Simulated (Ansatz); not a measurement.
Runs of Ansatz 0.2.0 on TaS2. The structure is trigonal, space group P-3m1 (No. 164). Conventional cell: a = 3.350 Å, b = 3.350 Å, c = 5.860 Å, α = 90.00°, β = 90.00°, γ = 120.00°. Around Ta (site symmetry -3m) lie 6 S at 2.43 Å. S (site symmetry 3m) has 3 Ta at 2.43 Å as nearest neighbours. 

```csv
task,potentials or basis,spin,cell,k mesh,cutoff (eV),pressure (GPa),largest force (eV/Å)
relaxation of cell and atoms,"all-electron LAPW, scalar-relativistic",off,relaxed to 5 GPa,9 × 9 × 5,-,5.0,-
relaxation of cell and atoms,"all-electron LAPW, scalar-relativistic",off,relaxed to 10 GPa,9 × 9 × 5,-,10.0,-
relaxation of cell and atoms,"all-electron LAPW, scalar-relativistic",off,relaxed to 30 GPa,9 × 9 × 5,-,30.0,0.01
band structure,"all-electron LAPW, relativistic spinors","SOC, no magnetisation",as given,7 × 7 × 4,259,4.3,0.95
band structure,"all-electron LAPW, scalar-relativistic",off,as given,7 × 7 × 4,258,(a),0.96
relaxation of cell and atoms,"all-electron LAPW, scalar-relativistic",off,relaxed,9 × 9 × 5,-,0.0,0.01
relaxation of cell and atoms,"all-electron LAPW, scalar-relativistic",off,relaxed to 20 GPa,9 × 9 × 5,-,20.0,-
```

Alike in all rows: level PBEsol; smearing fermi-dirac 0.05 eV; basis error allowed 0.002 eV/atom.

**Question.** Estimate the missing entries.

**Answer.** (a) 4.4.

Caveats: this functional lacks dispersion, which binds the layers, so the pressure and a relaxed spacing across them are unreliable; the k mesh is thin for a metal, which can move the energy by tens of meV per atom (some runs).

The runs don't all hold the same shells in valence.
